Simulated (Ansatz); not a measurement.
# BN: a trial structure relaxed, part 1 of 2

Aim: relax a trial structure of BN and see where it ends.

Program: Ansatz 0.2.0. Level of theory: DFT PBE, scalar-relativistic, plane waves, PAW. These are calculated values, not measurements.

### Step 1. The structure to begin with

The structure is orthorhombic, space group Fdd2 (No. 43). Conventional cell: a = 2.169 Å, b = 4.493 Å, c = 7.246 Å, α = 90.00°, β = 90.00°, γ = 90.00°. B (site symmetry 2) is surrounded by 4 N at 1.46 to 1.50 Å. Around N (site symmetry 2) lie 4 B at 1.46 to 1.50 Å.

As a file:

```cif
data_structure
_symmetry_space_group_name_H-M 'P 1'
_symmetry_Int_Tables_number 1
_cell_length_a 4.2629
_cell_length_b 3.7817
_cell_length_c 2.4944
_cell_angle_alpha 82.841
_cell_angle_beta 61.667
_cell_angle_gamma 35.492
_cell_volume 17.65
loop_
_atom_site_label
_atom_site_type_symbol
_atom_site_fract_x
_atom_site_fract_y
_atom_site_fract_z
_atom_site_occupancy
B1 B 0.18267 0.18267 0.81733 1
B2 B 0.43267 0.43267 0.06733 1
N1 N 0.81733 0.81733 0.18267 1
N2 N 0.06733 0.06733 0.43267 1
```

Recipe of the guess: 4-connected net, two elements alternating (Fdd2, No. 43). The dimensions are guesses.

### Step 2. A first look at the guess

Contents of input.yaml:

```yaml
crystal:
  lattice:
    - [0.0, 2.24647447, 3.62298161]
    - [1.08425033, 0.0, 3.62298161]
    - [1.08425033, 2.24647447, 0.0]
  atoms:
    - { symbol: B, position: [0.18266946, 0.18266946, 0.81733054] }
    - { symbol: B, position: [0.43266946, 0.43266946, 0.06733054] }
    - { symbol: "N", position: [0.81733054, 0.81733054, 0.18266946] }
    - { symbol: "N", position: [0.06733054, 0.06733054, 0.43266946] }
basis:
  ecutwfc: 420
kpoints:
  mp_grid: { grid: [8, 8, 8] }
hamiltonian:
  xc: pbe
scf:
  occupations: { method: gaussian, width: 0.1 }
  lower_state_search: "off"
output:
  forces: true
  stress: true
  eigenvalues: true
```

Run with:

```sh
> ansatz run input.yaml --threads 1 --pin off --max-ram 2560MiB --backend cpu --events-out ev --progress --plain --runs-dir out
```

Log (excerpt; [...] marks lines left out):

```text
[...]
SCF converged after 6 iterations
Free energy (F): -1078.304695 eV
[...]
E sigma→0 (E₀):  -1078.304695 eV
Fermi energy:    19.211293 eV
[...]
--- Forces (eV/Å), atoms counted from 1 ---
  atom   1  B      0.00000000    -0.00000000     0.54247645
  atom   2  B      0.00000000     0.00000000     0.54247645
  atom   3  N      0.00000000     0.00000000    -0.54247571
  atom   4  N      0.00000000    -0.00000000    -0.54247571
[...]
--- Stress (GPa, compression-positive) ---
      228.355803      -0.000000      -0.000000
       -0.000000     139.888595       0.000000
       -0.000000       0.000000     143.688995
  P = ⅓ Tr σ = 170.6445 GPa (1706.445 kbar)
--- Band table (eV; the first three rows and the last of 95) ---
  k-point 0: bands = ["-7.2565", "-0.8781", "4.0013", "11.3206", "16.2419", "16.5563", "16.6995", "17.1278", "24.2663", "26.2614", "27.4228", "28.7553"]
[...]
```

It took 2.2 s on 1 thread of Arm Neoverse V2, shared host; peak memory 0.29 GiB.

Read-out: pressure 170.6 GPa, largest force 0.54 eV/Å, gap on this mesh 4.17 eV. A cheap, loose relaxation comes first.

### Step 3. A loose first relaxation

Edit input.yaml of step 2 so:

```diff
@@ -23 +23,6 @@
   eigenvalues: true
+relax:
+  adjacent_minimum: "off"
+  f_tol: 0.04
+  max_steps: 70
+  cell: { stress_tol: 0.4 }
```

Run with:

```sh
> ansatz run input.yaml --threads 1 --pin off --max-ram 2560MiB --backend cpu --events-out ev --progress --plain --runs-dir out
```

Log:

```text
Warning: RAYON_NUM_THREADS=1 ignored (pool sized by the plan → 1); use --threads N
Engine: ansatz 0.2.0, aarch64-unknown-linux-gnu
Pseudopotentials: kind: paw
Pseudopotential: B, paw, valence charge 3, recommended cutoff 420 eV (normal), B.paw.azcp
Pseudopotential: N, paw, valence charge 5, recommended cutoff 420 eV (normal), N.paw.azcp
Functional definition: PBE
  parameter kappa = 0.804
  parameter beta = 0.06672455060314922
  exchange = pbe_x(kappa = kappa, mu = beta*pi^2/3)
  correlation = pbe_c(beta = beta)
Crystal: 4 atoms, lattice volume = 17.649 Å³
Basis set: ecut = 420 eV, 337 PW (Γ), exchange–correlation on 60×54×36 points (8 copies of the dense FFT grid, shifted against one another)
Bands: 12, of which v1, the nominal top of the filled ones, is band 8 counted from 1 (7 counted from 0)
Symmetry: 4 space group operations
Space group: Fdd2 (ITA 43), of the structure as read, at distance tolerance 2.6e-5 Å
k-points: 95 of 512 (time reversal used)
Non-local potential: B, projectors of the file, l = 0: 2, l = 1: 2, l = 2: 1
Non-local potential: N, projectors of the file, l = 0: 2, l = 1: 2, l = 2: 1
PAW form: soft (Blöchl's): semilocal exchange-correlation on the pseudo side does not see the compensation charge
PAW one-centre angular grid: B, 110 points (default); XC on 64 Gauss nodes
PAW one-centre angular grid: N, 110 points (default); XC on 64 Gauss nodes
Initial density: superposition of atomic densities (neutral atoms: chi_scale 0, normalization atom), corrected by the library's trained network
Initial wavefunctions: pseudopotential atomic-orbital guess
Functional: x = pbe(κ = 0.804, μ = 0.2195149727645171), c = pbe(β = 0.06672455060314922)
SCF iter   1: F=—  HF=-1078.301742 eV  |F-HF|=—  |Δ(HF+E_count)|=         —  Δρ=1.47e-2  dr2=1.13e-2  ethr=1.77e-3  ⟨swp⟩=5.7  Hψ=6708  notcnv=0
preconditioner: auto → none  [insulator: Δε(μ)=4.178 eV  Ē_g=19.057 eV  σ=0.100 eV  W_gap=1.00  n_scr=2 (ndim 8)  ℏωp=35.4 eV  f_vac=0.000  D(μ)=0.00/eV (n_scr^D=0)  ε∞_Penn≈4.4]
SCF iter   2: F=—  HF=-1078.303590 eV  |F-HF|=—  |Δ(HF+E_count)|=   1.85e-3  Δρ=6.85e-3  dr2=2.26e-3  ethr=7.05e-5  ⟨swp⟩=1.0  Hψ=1900  notcnv=0
SCF iter   3: F=—  HF=-1078.304719 eV  |F-HF|=—  |Δ(HF+E_count)|=   1.13e-3  Δρ=1.17e-3  dr2=1.34e-4  ethr=1.41e-5  ⟨swp⟩=2.0  Hψ=1900  notcnv=0
SCF iter   4: F=—  HF=-1078.304692 eV  |F-HF|=—  |Δ(HF+E_count)|=   2.70e-5  Δρ=2.32e-4  dr2=4.42e-6  ethr=8.37e-7  ⟨swp⟩=2.0  Hψ=1835  notcnv=0
SCF iter   5: F=—  HF=-1078.304695 eV  |F-HF|=—  |Δ(HF+E_count)|=   2.88e-6  Δρ=4.07e-5  dr2=1.03e-7  ethr=2.76e-8  ⟨swp⟩=2.8  Hψ=1957  notcnv=0
SCF iter   6: F=-1078.304695 eV  HF=-1078.304695 eV  |F-HF|=6.63e-10  |Δ(HF+E_count)|=   8.39e-8  Δρ=3.40e-6  dr2=5.55e-10  ethr=6.25e-10  ⟨swp⟩=5.0  Hψ=5052  notcnv=0
SCF 1 converged in 6 iterations: F = -1078.304695 eV  dr2 = 5.55e-10
relax step   1: F+E_penalty+E_count = -1078.30469463 eV  Δ(F+E_penalty+E_count) = +0.000e0 eV  max|allowed force component| = 5.425e-1 eV/Å  Δτ_max = 0.0000 Å  P = +170.644 GPa  Ω = 17.649 Å³  (6 SCF iters, dr2 threshold 1.00e-7 eV, accepted)
Crystal: 4 atoms, lattice volume = 19.471 Å³
Basis set: ecut = 420 eV, 385 PW (Γ), exchange–correlation on 60×54×36 points (8 copies of the dense FFT grid, shifted against one another)
Initial density: handed on by an earlier stage of this run
Initial wavefunctions: those handed on with the density
iter 1 solved again at ethr=9.61e-4 eV; its pass at ethr=3.10e-3 eV (dr2=1.54e-1 eV) is discarded
SCF iter   1: F=—  HF=-1079.908554 eV  |F-HF|=—  |Δ(HF+E_count)|=         —  Δρ=3.26e-2  dr2=1.54e-1  ethr=9.61e-4  ⟨swp⟩=1.0  Hψ=8829  notcnv=0
preconditioner: auto → none  [insulator: Δε(μ)=4.313 eV  Ē_g=17.805 eV  σ=0.100 eV  W_gap=1.00  n_scr=2 (ndim 8)  ℏωp=33.7 eV  f_vac=0.000  D(μ)=0.00/eV (n_scr^D=0)  ε∞_Penn≈4.6]
SCF iter   2: F=—  HF=-1079.866151 eV  |F-HF|=—  |Δ(HF+E_count)|=   4.24e-2  Δρ=1.10e-2  dr2=1.45e-2  ethr=9.60e-4  ⟨swp⟩=2.0  Hψ=2134  notcnv=0
SCF iter   3: F=—  HF=-1079.863068 eV  |F-HF|=—  |Δ(HF+E_count)|=   3.08e-3  Δρ=4.08e-3  dr2=2.03e-3  ethr=9.08e-5  ⟨swp⟩=2.7  Hψ=1928  notcnv=0
SCF iter   4: F=—  HF=-1079.862899 eV  |F-HF|=—  |Δ(HF+E_count)|=   1.70e-4  Δρ=5.58e-4  dr2=1.78e-5  ethr=1.27e-5  ⟨swp⟩=2.1  Hψ=1904  notcnv=0
SCF iter   5: F=—  HF=-1079.862908 eV  |F-HF|=—  |Δ(HF+E_count)|=   9.30e-6  Δρ=3.91e-5  dr2=1.22e-7  ethr=2.50e-9  ⟨swp⟩=4.3  Hψ=6464  notcnv=0
SCF iter   6: F=-1079.862908 eV  HF=-1079.862908 eV  |F-HF|=1.99e-9  |Δ(HF+E_count)|=   5.06e-8  Δρ=5.85e-6  dr2=2.00e-9  ethr=7.64e-10  ⟨swp⟩=2.0  Hψ=4284  notcnv=0
SCF 2 converged in 6 iterations: F = -1079.862908 eV  dr2 = 2.00e-9
relax step   2: F+E_penalty+E_count = -1079.86290803 eV  Δ(F+E_penalty+E_count) = -1.558e0 eV  max|allowed force component| = 6.071e-1 eV/Å  Δτ_max = 0.0061 Å  P = +90.122 GPa  Ω = 19.471 Å³  energy of the carried Pulay correction = -1.184e-2 eV  (6 SCF iters, dr2 threshold 4.00e-7 eV, accepted)
Crystal: 4 atoms, lattice volume = 21.952 Å³
Basis set: ecut = 420 eV, 427 PW (Γ), exchange–correlation on 60×54×36 points (8 copies of the dense FFT grid, shifted against one another)
iter 1 solved again at ethr=1.22e-3 eV; its pass at ethr=3.10e-3 eV (dr2=1.95e-1 eV) is discarded
SCF iter   1: F=—  HF=-1080.754473 eV  |F-HF|=—  |Δ(HF+E_count)|=         —  Δρ=3.36e-2  dr2=1.95e-1  ethr=1.22e-3  ⟨swp⟩=1.0  Hψ=8728  notcnv=0
preconditioner: auto → none  [insulator: Δε(μ)=4.223 eV  Ē_g=16.395 eV  σ=0.100 eV  W_gap=1.00  n_scr=2 (ndim 8)  ℏωp=31.7 eV  f_vac=0.000  D(μ)=0.00/eV (n_scr^D=0)  ε∞_Penn≈4.7]
SCF iter   2: F=—  HF=-1080.703762 eV  |F-HF|=—  |Δ(HF+E_count)|=   5.07e-2  Δρ=1.06e-2  dr2=1.81e-2  ethr=1.22e-3  ⟨swp⟩=3.0  Hψ=2267  notcnv=0
SCF iter   3: F=—  HF=-1080.701001 eV  |F-HF|=—  |Δ(HF+E_count)|=   2.76e-3  Δρ=2.11e-3  dr2=4.98e-4  ethr=1.13e-4  ⟨swp⟩=2.0  Hψ=1903  notcnv=0
SCF iter   4: F=—  HF=-1080.701144 eV  |F-HF|=—  |Δ(HF+E_count)|=   1.43e-4  Δρ=2.51e-4  dr2=4.39e-6  ethr=3.11e-6  ⟨swp⟩=2.0  Hψ=1900  notcnv=0
SCF iter   5: F=—  HF=-1080.701143 eV  |F-HF|=—  |Δ(HF+E_count)|=   7.30e-7  Δρ=1.42e-5  dr2=1.31e-8  ethr=2.75e-8  ⟨swp⟩=2.7  Hψ=1988  notcnv=0
SCF iter   6: F=-1080.701143 eV  HF=-1080.701143 eV  |F-HF|=2.40e-10  |Δ(HF+E_count)|=   1.08e-8  Δρ=2.29e-6  dr2=4.14e-10  ethr=8.22e-11  ⟨swp⟩=1.6  Hψ=3725  notcnv=0
SCF 3 converged in 6 iterations: F = -1080.701143 eV  dr2 = 4.14e-10
relax step   3: F+E_penalty+E_count = -1080.70114293 eV  Δ(F+E_penalty+E_count) = -8.382e-1 eV  max|allowed force component| = 5.222e-1 eV/Å  Δτ_max = 0.0103 Å  P = +20.434 GPa  Ω = 21.952 Å³  energy of the carried Pulay correction = -2.622e-2 eV  (6 SCF iters, dr2 threshold 4.00e-7 eV, accepted)
[... from here on, the SCF cycles and remarks between the steps are left out ...]
relax step   4: F+E_penalty+E_count = -1080.77828628 eV  Δ(F+E_penalty+E_count) = -7.714e-2 eV  max|allowed force component| = 3.723e-1 eV/Å  Δτ_max = 0.0080 Å  P = +2.789 GPa  Ω = 22.836 Å³  energy of the carried Pulay correction = -3.093e-2 eV  (6 SCF iters, dr2 threshold 4.00e-7 eV, accepted)
relax step   5: F+E_penalty+E_count = -1080.78607725 eV  Δ(F+E_penalty+E_count) = -7.791e-3 eV  max|allowed force component| = 1.802e-1 eV/Å  Δτ_max = 0.0180 Å  P = +1.883 GPa  Ω = 23.105 Å³  energy of the carried Pulay correction = -3.232e-2 eV  (6 SCF iters, dr2 threshold 4.00e-7 eV, accepted)
relax step   6: F+E_penalty+E_count = -1080.79084479 eV  Δ(F+E_penalty+E_count) = -4.768e-3 eV  max|allowed force component| = 2.666e-2 eV/Å  Δτ_max = 0.0045 Å  P = +0.031 GPa  Ω = 23.111 Å³  energy of the carried Pulay correction = -3.235e-2 eV  (6 SCF iters, dr2 threshold 4.00e-7 eV, accepted)
relax step   7: F+E_penalty+E_count = -1080.79097322 eV  Δ(F+E_penalty+E_count) = -1.284e-4 eV  max|allowed force component| = 3.245e-4 eV/Å  Δτ_max = 0.0008 Å  P = -0.007 GPa  Ω = 23.114 Å³  energy of the carried Pulay correction = -3.237e-2 eV  (6 SCF iters, dr2 threshold 4.00e-7 eV, accepted)
relax step   8: F+E_penalty+E_count = -1080.92279538 eV  Δ(F+E_penalty+E_count) = -1.318e-1 eV  max|allowed force component| = 9.209e-3 eV/Å  Δτ_max = 0.0000 Å  P = +6.555 GPa  Ω = 23.114 Å³  stress off target by 7.26e0 GPa  SCF on the basis re-selected at this cell (its energy is not comparable with the rows above)  (6 SCF iters)
relax step   9: F+E_penalty+E_count = -1080.92955875 eV  Δ(F+E_penalty+E_count) = -6.763e-3 eV  max|allowed force component| = 4.370e-3 eV/Å  Δτ_max = 0.0024 Å  P = +0.588 GPa  Ω = 23.534 Å³  energy of the carried Pulay correction = -2.853e-3 eV  (6 SCF iters, dr2 threshold 4.00e-7 eV, accepted)
relax step  10: F+E_penalty+E_count = -1080.92931697 eV  Δ(F+E_penalty+E_count) = +2.418e-4 eV  max|allowed force component| = 8.888e-4 eV/Å  Δτ_max = 0.0005 Å  P = -0.018 GPa  Ω = 23.583 Å³  energy of the carried Pulay correction = -3.210e-3 eV  (6 SCF iters, dr2 threshold 4.00e-7 eV, accepted)
iter 1 solved again at ethr=3.38e-8 eV; its pass at ethr=3.10e-3 eV (dr2=5.41e-6 eV) is discarded
SCF iter   1: F=—  HF=-1080.932618 eV  |F-HF|=—  |Δ(HF+E_count)|=         —  Δρ=1.75e-4  dr2=9.46e-7  ethr=3.38e-8  ⟨swp⟩=3.0  Hψ=9498  notcnv=0
preconditioner: auto → none  [insulator: Δε(μ)=4.163 eV  Ē_g=15.633 eV  σ=0.100 eV  W_gap=1.00  n_scr=4 (ndim 8)  ℏωp=30.6 eV  f_vac=0.000  D(μ)=0.00/eV (n_scr^D=0)  ε∞_Penn≈4.8]
SCF iter   2: F=—  HF=-1080.932621 eV  |F-HF|=—  |Δ(HF+E_count)|=   2.47e-6  Δρ=8.42e-5  dr2=1.78e-7  ethr=5.91e-9  ⟨swp⟩=2.1  Hψ=1902  notcnv=0
SCF iter   3: F=—  HF=-1080.932622 eV  |F-HF|=—  |Δ(HF+E_count)|=   9.25e-7  Δρ=1.04e-5  dr2=4.18e-9  ethr=1.12e-9  ⟨swp⟩=2.0  Hψ=1900  notcnv=0
iter 4 did not close the SCF: its close was put off for the readings that it lacked (scf_convergence_deferred on its scf_iter line)
SCF iter   4: F=-1080.932622 eV  HF=-1080.932622 eV  |F-HF|=8.98e-11  |Δ(HF+E_count)|=   1.40e-8  Δρ=1.14e-6  dr2=8.57e-11  ethr=2.61e-11  ⟨swp⟩=2.0  Hψ=1900  notcnv=0
iter 5 did not close the SCF: its close was put off for the readings that it lacked (scf_convergence_deferred on its scf_iter line)
SCF iter   5: F=-1080.932622 eV  HF=-1080.932622 eV  |F-HF|=6.82e-13  |Δ(HF+E_count)|=  9.78e-11  Δρ=6.62e-8  dr2=3.65e-13  ethr=1.00e-12  ⟨swp⟩=2.0  Hψ=1897  notcnv=0
SCF iter   6: F=-1080.932622 eV  HF=-1080.932622 eV  |F-HF|=4.55e-13  |Δ(HF+E_count)|=  6.82e-13  Δρ=8.44e-9  dr2=9.79e-15  ethr=1.00e-12  ⟨swp⟩=1.0  Hψ=2660  notcnv=0
SCF 11 converged in 6 iterations: F = -1080.932622 eV  dr2 = 9.79e-15
relax step  11: F+E_penalty+E_count = -1080.93262172 eV  Δ(F+E_penalty+E_count) = -3.305e-3 eV  max|allowed force component| = 2.562e-4 eV/Å  Δτ_max = 0.0000 Å  P = +0.042 GPa  Ω = 23.583 Å³  stress off target by 8.38e-2 GPa  SCF on the basis re-selected at this cell (its energy is not comparable with the rows above)  (6 SCF iters)
basis re-selected at this cell: Δ(F+E_penalty+E_count) = -3.305e-3 eV, ΔP = +0.059 GPa vs the last step (what re-selecting the basis moved, of the pressure what is left beyond the Pulay correction that the steps carried, after the strain that the cell walked since its last selection, with what the two solves' SCF thresholds leave and, on support functions, any second-order correction that the steps lacked; it is no measure of the basis error at this ecutwfc). This SCF's stress stands 8.38e-2 GPa from its target on what of the cell is left free (relax.cell.stress_tol is 4.00e-1 GPa) and its largest allowed force component is 2.56e-4 eV/Å (relax.f_tol is 4.00e-2 eV/Å): within both
SCF converged after 6 iterations
Free energy (F): -1080.932622 eV
Harris-Foulkes:  -1080.932622 eV  (|F-HF|=4.55e-13)
Internal energy: -1080.932622 eV  (E = F + TS)
E sigma→0 (E₀):  -1080.932622 eV
Fermi energy:    13.869622 eV
--- Per-component energies (eV) ---
  E_band       = 61.520028
  E_kinetic    = 365.476481
  E_local      = -322.264038  (includes V_loc(G=0)·N_el)
  E_nonlocal   = 113.454434
  E_hartree    = 89.816830
  E_xc         = -185.551296
  E_vxc        = -230.798906  (∫ρ·V_xc dr)
  E_paw        = -412.052633  (= ΣΔE_a)
  E_vpaw       = -43.981798  (= ΣTr[D̂ρ^β])
  E_aug_tail   = 0.000196  (compensation charges beyond the density's cutoff)
  E_ewald      = -729.812596
  E_smearing   = -0.000000  (= −TS)
  E_closure    = 0.000000  (closes the sum)
  Σ components = -1080.932622   (vs F -1080.932622, Δ=0.00e0)
--- Forces (eV/Å), atoms counted from 1 ---
  atom   1  B      0.00000000    -0.00000000     0.00025620
  atom   2  B      0.00000000     0.00000000     0.00025620
  atom   3  N      0.00000000    -0.00000000    -0.00025613
  atom   4  N     -0.00000000     0.00000000    -0.00025613
  max |Σ_I F_I| component: 1.37e-7 eV/Å
--- Stress (GPa, compression-positive) ---
        0.053021       0.000000      -0.000000
        0.000000       0.083803       0.000000
       -0.000000       0.000000      -0.012254
  P = ⅓ Tr σ = 0.0415 GPa (0.415 kbar)
--- Band table (eV; the first three rows and the last of 95) ---
  k-point 0: bands = ["-8.8442", "-3.7022", "1.5859", "7.2651", "10.0695", "10.7607", "11.6856", "11.7909", "17.1011", "19.0957", "19.3310", "20.1886"]
  k-point 1: bands = ["-8.4674", "-3.5343", "2.0190", "6.8830", "8.7808", "9.7546", "11.0645", "11.4140", "18.0513", "18.7713", "19.5382", "19.9647"]
  k-point 2: bands = ["-7.3674", "-3.0368", "3.1096", "5.1452", "6.3700", "8.4919", "9.9387", "10.4681", "17.3146", "18.1285", "20.3740", "21.6355"]
  k-point 94: bands = ["-7.0792", "-7.0792", "7.0901", "7.0901", "8.7141", "8.7141", "10.6598", "10.6598", "18.8054", "18.8054", "22.1438", "22.1438"]
--- Relaxed structure (9 steps of the walk, 9 accepted, 2 SCFs on fresh bases) ---
  F+E_penalty+E_count = -1080.93262172 eV   max|allowed force component| = 2.562e-4 eV/Å   (the final SCF, on the basis selected at the relaxed cell)
  cell:  # Å, volume = 23.5829 Å³
    - [-2.9035656518324195e-17, 2.4871776684868685, 3.884301176841825]
    - [1.2205284570539838, -1.4013922963370984e-17, 3.884301176841825]
    - [1.2205284570539838, 2.4871776684868685, 1.1600695125177332e-33]
  atoms:
    - { symbol: B, position: [0.1881977624452458, 0.18819776244524591, 0.8118022375547541] }
    - { symbol: B, position: [0.4381977624452458, 0.4381977624452459, 0.06180223755475417] }
    - { symbol: N, position: [0.8118022375547542, 0.8118022375547542, 0.18819776244524578] }
    - { symbol: N, position: [0.06180223755475412, 0.061802237554754176, 0.43819776244524583] }
```

It took 33 s on 1 thread of Arm Neoverse V2, shared host; peak memory 0.33 GiB.

Relaxation path:

```csv
step,energy from step 1 (eV/cell),largest force component (eV/Å),pressure (GPa),volume (Å³)
1,0.0000,0.5425,170.64,17.65
2,-1.5582,0.6071,90.12,19.47
3,-2.3964,0.5222,20.43,21.95
4,-2.4736,0.3723,2.79,22.84
5,-2.4814,0.1802,1.88,23.11
6,-2.4861,0.0267,0.03,23.11
7,-2.4863,0.0003,-0.01,23.11
8,-2.6181,0.0092,6.56,23.11
9,-2.6249,0.0044,0.59,23.53
10,-2.6246,0.0009,-0.02,23.58
11,-2.6279,0.0003,0.04,23.58
```

Step 1 is the start. Steps 8, 11 each repeat the geometry before them on a plane-wave basis chosen anew, so the energy can jump there without any move.

Lengths and angles in the start's conventional setting:

|  | before | after | change |
| --- | --- | --- | --- |
| a (Å) | 2.169 | 2.441 | +12.6 % |
| b (Å) | 4.493 | 4.974 | +10.7 % |
| c (Å) | 7.246 | 7.769 | +7.2 % |
| volume (Å³/atom) | 4.41 | 5.90 | +33.6 % |
| shortest distance (Å) | 1.459 | 1.553 | +6.5 % |
| space group (0.01 Å) | Fdd2 | Fdd2 | same |

The run keeps the 4 symmetry operations of the start, so it could not have lowered the symmetry.

(Continued in part 2 of 2.)
